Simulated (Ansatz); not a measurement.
simple cubic against fcc along the 4d metals

Computed with DFT, r2SCAN, plane waves (500 eV) with PAW, scalar-relativistic in Ansatz 0.2.0. The PAW files were generated under PBE, with cores re-solved for the functional.

Each structure is relaxed within its symmetry, in the lowest magnetic state of the tried starts. Differences under about 8 meV lie within the error of the k-point mesh.

Real palladium is paramagnetic; a moment here is an artefact of the functional.

```csv
element,E(simple cubic) − E(fcc) (meV/atom),V(simple cubic) (Å³/atom),V(fcc) (Å³/atom),state of simple cubic,state of fcc
Y,711,35.65,33.31,ferromagnetic,spin not included
Zr,902,24.51,23.24,spin not included,non-magnetic
Nb,688,19.89,18.71,spin not included,non-magnetic
Mo,727,17.41,15.86,spin not included,spin not included
Ru,1045,15.47,13.57,spin not included,spin not included
Rh,796,15.86,13.72,non-magnetic,non-magnetic
Pd,495,17.32,14.98,non-magnetic,ferromagnetic
Ag,339,20.02,17.28,spin not included,spin not included
Cd,140,25.43,21.76,spin not included,spin not included
```
